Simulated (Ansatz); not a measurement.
# MgSe (Fm-3m) in Ansatz: equation of state

Aim: energy against volume of MgSe in PBEsol, for its equilibrium volume and stiffness.

Everything below comes from runs of Ansatz 0.2.0. Logs are shortened: lines on timing, memory, paths and dates and some standing lists are left out, and cuts for length are marked.

### 1 The structure

It takes space group Fm-3m (No. 225, cubic). The conventional cell has a = 5.451 Å, b = 5.451 Å, c = 5.451 Å, α = 90.00°, β = 90.00°, γ = 90.00°. Se (site symmetry m-3m) has 6 Mg at 2.73 Å as nearest neighbours. Around Mg (site symmetry m-3m) lie 6 Se at 2.73 Å.

### 2 Equation of state, PBEsol

Potentials or basis: all-electron LAPW, scalar-relativistic.

No new run: the results of the series are fitted here.

Results:

* Equilibrium volume: 20.23 Å³/atom
* Bulk modulus: 65 GPa
* Pressure derivative of the bulk modulus: 4.1

Energy against volume, from the lowest point:
| volume (Å³/atom) | energy (meV/atom) |
| --- | --- |
| 19.031 | 15.87 |
| 19.436 | 6.70 |
| 19.841 | 1.54 |
| 20.246 | 0.00 |
| 20.651 | 1.73 |
| 21.056 | 6.40 |
| 21.461 | 13.74 |
